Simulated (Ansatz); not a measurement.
What a trial cell of Ge2Se3 relaxes into

The calculation used DFT PBE, scalar-relativistic, plane waves, PAW in Ansatz 0.2.0. Cutoff 420 eV, Γ-centred k mesh, Gaussian smearing, no spin polarisation in the final step.

Ge2Se3 was placed on the corundum structure type (R-3c, No. 167), with Ge in place of Al, Se in place of O, at a guessed volume.

```yaml
crystal:
  lattice:
    - [3.32526, 1.91984, 6.05247]
    - [-3.32526, 1.91984, 6.05247]
    - [0.00000, -3.83968, 6.05247]
  atoms:
    - { symbol: Ge, position: [0.85218, 0.85218, 0.85218] }
    - { symbol: Ge, position: [0.64782, 0.64782, 0.64782] }
    - { symbol: Ge, position: [0.14782, 0.14782, 0.14782] }
    - { symbol: Ge, position: [0.35218, 0.35218, 0.35218] }
    - { symbol: Se, position: [0.05625, 0.44375, 0.75000] }
    - { symbol: Se, position: [0.75000, 0.05625, 0.44375] }
    - { symbol: Se, position: [0.44375, 0.75000, 0.05625] }
    - { symbol: Se, position: [0.94375, 0.55625, 0.25000] }
    - { symbol: Se, position: [0.25000, 0.94375, 0.55625] }
    - { symbol: Se, position: [0.55625, 0.25000, 0.94375] }
```

Cell and atoms relax at zero pressure; the relaxation can't lower the symmetry of the start.

Formation energies are uncorrected and refer to the elements' standard structures at the same level.

Problem. Describe the relaxed structure.

Solution. It keeps R-3c (No. 167). The result has the corundum structure. Conventional cell: a = 6.728 Å, c = 18.379 Å. Ge has 6 Se at 2.68–2.72 Å; around Se lie 4 Ge at 2.68–2.72 Å.

```cif
data_structure
_symmetry_space_group_name_H-M 'R-3c:H'
_symmetry_Int_Tables_number 167
_cell_length_a 6.7284
_cell_length_b 6.7284
_cell_length_c 18.3792
_cell_angle_alpha 90.000
_cell_angle_beta 90.000
_cell_angle_gamma 120.000
_cell_volume 720.58
loop_
_atom_site_label
_atom_site_type_symbol
_atom_site_symmetry_multiplicity
_atom_site_Wyckoff_symbol
_atom_site_fract_x
_atom_site_fract_y
_atom_site_fract_z
_atom_site_occupancy
Ge1 Ge 12 c 0.66667 0.33333 0.17739 1
Se1 Se 18 e 0.64470 0.66667 0.41667 1
```

Problem. What are its volume, energy, density and gap?

Solution. The volume per atom is 24.02 Å³. The density is 5.28 g/cm³. The energy over the elements is -0.08 eV/atom. The gap on the 6×6×6 mesh is 0 eV (a metal).

The final run used a 6×6×6 mesh on its 10-atom cell and 0.10 eV smearing. For metals, differences of a few meV/atom aren't resolved. Symmetry constrained the relaxation, so the result can be a saddle point.

Cost: 2 runs of about 7.2 core-minutes in all, on Intel Xeon Platinum 8259CL (Skylake/Cascade Lake) (shared hosts).